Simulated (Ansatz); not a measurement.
# SnO: the cost of one run

Computed with Ansatz 0.2.0 (DFT PBE+D3(BJ), scalar-relativistic, plane waves, PAW, unless a step's input says otherwise).

22 further runs of the same task are left out: 22 set aside as unsound or not needed. Runs told in other sessions of the task aren't counted.

### 1 The starting structure

The structure is tetragonal, space group P4/nmm (No. 129). The conventional cell has a = 3.667 Å, b = 3.667 Å, c = 30.633 Å, α = 90.00°, β = 90.00°, γ = 90.00°. Sn (site symmetry 4mm) is surrounded by 4 O at 2.16 Å. O (site symmetry -4m2) is surrounded by 4 Sn at 2.16 Å.

As a file:

```
CELL_PARAMETERS angstrom
3.66700 0.00000 0.00000
0.00000 3.66700 0.00000
0.00000 0.00000 30.63276
ATOMIC_POSITIONS crystal
Sn 0.75000 0.25000 0.46277
O 0.25000 0.25000 0.50000
O 0.75000 0.75000 0.50000
Sn 0.25000 0.75000 0.53723
```

This is the geometry of the first run shown, built on a cell relaxed beforehand with the same method.

### 2 What is varied

Atoms count from 1 in the order of the input.

The lattice constant and the thickness of a sheet are varied, nothing relaxed.

The axes are (1) lattice constant a of the sheet (both vectors scaled alike): 7 values from 3.667 to 3.973 Å; (2) thickness: height of Sn4 above Sn1, all heights scaled alike: 7 values from 2.240 to 2.486 Å.

Nothing else is relaxed. Points are written as (first, second).

### 3 The run at (3.667 Å, 2.281 Å)

Along c the cell is not periodic, so the sheet has no images above or below.

input.yaml reads:

```yaml
crystal:
  lattice:
    - [3.667, 0.0, 0.0]
    - [0.0, 3.667, 0.0]
    - [0.0, 0.0, 30.6327602731]
  atoms:
    - { symbol: Sn, position: [0.75, 0.25, 0.462768618] }
    - { symbol: O, position: [0.25, 0.25, 0.5] }
    - { symbol: O, position: [0.75, 0.75, 0.5] }
    - { symbol: Sn, position: [0.25, 0.75, 0.537231382] }
  periodic: [true, true, false]
basis:
  ecutwfc: 420
kpoints:
  mp_grid: { grid: [6, 6, 1] }
hamiltonian:
  xc: pbe
  pseudopotentials: { kind: paw, azcp: { folder: soft_1 } }
  dispersion: d3bj
scf:
  occupations: { method: gaussian, width: 0.02 }
output:
  forces: true
  stress: true
  eigenvalues: true
```

Started as:

```console
$ ansatz run input.yaml --threads 1 --pin off --max-ram 3072MiB --backend cpu --events-out ev --progress --plain --runs-dir out
```

Q: Estimate wall time and peak memory on 1 thread of AMD EPYC 9R45 (Zen 5), shared host.

About 3.5 s, with a peak of 0.56 GiB.
